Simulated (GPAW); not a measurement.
Crystal: GaN.

```
CELL_PARAMETERS angstrom
0.00000 2.25350 2.25350
2.25350 0.00000 2.25350
2.25350 2.25350 0.00000
ATOMIC_POSITIONS crystal
Ga 0.00000 0.00000 0.00000
N 0.75000 0.75000 0.75000
```

The cell is a database's computed one.

Base run:

| Quantity | Value |
| --- | --- |
| Program | GPAW 26.7.0 |
| Functional | revTPSS |
| Potentials or basis | GPAW PAW data sets (gpaw-data 1.2.1) |
| Cutoff | 800 eV |
| Basis | pw |
| k mesh | 10 × 10 × 10 |
| Occupations | fermi-dirac, width 0.05 eV |
| Spin | spin-orbit coupling, no magnetisation |

Its results: band gap on the k mesh 1.62 eV, direct; pressure 9.9 GPa.

The run is repeated on the same cell with these changes: functional from revTPSS to mBEEF. What comes out?

Band gap on the k mesh 2.24 eV, direct; pressure 5.4 GPa.

Caveats: spin-orbit coupling was added after a scalar SCF, so levels and gaps hold it while energy, forces, pressure and moments don't; this program's spin-orbit splittings come out too wide for heavy elements; the PAW data sets were made with another functional, which shifts forces and pressure a little.

Not every run made on this cell is shown here.
